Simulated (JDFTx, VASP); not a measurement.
This is a calculation of WC (Qusongite) for JDFTx 1.7.0 (patched build). 

Contents of WC.in:

```
lattice Hexagonal 5.4924889812 5.3603971251
coords-type Lattice
ion W      0.0000000000     0.0000000000     0.0000000000 1
ion C      0.6666666667     0.3333333333     0.5000000000 1

ion-species pseudo/W.upf
ion-species pseudo/C.upf
elec-cutoff 41 328
elec-ex-corr gga-PBE
van-der-waals D3BJ
kpoint-folding 10 10 9
elec-smearing Fermi 0.0018374661
elec-n-bands 15
electronic-SCF nIterations 100 energyDiffThreshold 1e-09
electronic-minimize nIterations 30 energyDiffThreshold 1e-7
forces-output-coords Cartesian
lattice-minimize nIterations 40 energyDiffThreshold 1e-6

dump-name run.$VAR
dump End Ecomponents EigStats BandEigs Kpoints Forces Stress
```

Potentials or basis: PseudoDojo-SR-PBE-0.5-standard.

Run with:

```console
$ jdftx -c 1 -i WC.in -o WC.out
```

Q: Set up the same calculation for VASP 6.6.1. Potentials or basis there: PBE PAW files C, W_sv, 600 eV.

A: As run (cutoffs and basis follow the program's own potentials, and thresholds, step limits or extra output files can differ):

INCAR

```
SYSTEM = WC
PREC = Accurate ; ENCUT = 600
EDIFF = 1E-6 ; ISMEAR = -1
SIGMA = 0.05 ; LREAL = .FALSE.
LASPH = .TRUE. ; NELM = 80
ALGO = Normal ; ISIF = 3
LWAVE = .FALSE. ; LCHARG = .FALSE.
GGA = PE ; IVDW = 12
IBRION = 2 ; NSW = 40
EDIFFG = -0.02
```

File KPOINTS:

```
Automatic mesh
0
G
  10 10 9
  0 0 0
```

The input POSCAR:

```
WC
1.0
    2.9065000000      0.0000000000      0.0000000000
   -1.4532500000      2.5171028361      0.0000000000
    0.0000000000      0.0000000000      2.8366000000
W C
1 1
Direct
    0.0000000000      0.0000000000      0.0000000000
    0.6666666667      0.3333333333      0.5000000000
```

Potentials or basis: VASP PAW PBE potentials, release 64 (W_sv, C).

Command:

```console
$ cat potpaw_PBE.64/W_sv/POTCAR potpaw_PBE.64/C/POTCAR > POTCAR
$ mpirun -np 1 vasp_std > vasp.out
```

Both were run:

|  | JDFTx | VASP |
| --- | --- | --- |
| Relaxed volume | 10.33 Å³/atom | 10.36 Å³/atom |
| Relaxed cell | a = 2.903 Å, b = 2.903 Å, c = 2.832 Å, α = 90.00°, β = 90.00°, γ = 120.00° | a = 2.905 Å, b = 2.905 Å, c = 2.834 Å, α = 90.00°, β = 90.00°, γ = 120.00° |
| Space group after relaxing | P-6m2 (No. 187) | P-6m2 (No. 187) |
| Pressure after relaxing | 0.0 GPa | 0.0 GPa |

Pressure is positive in compression.
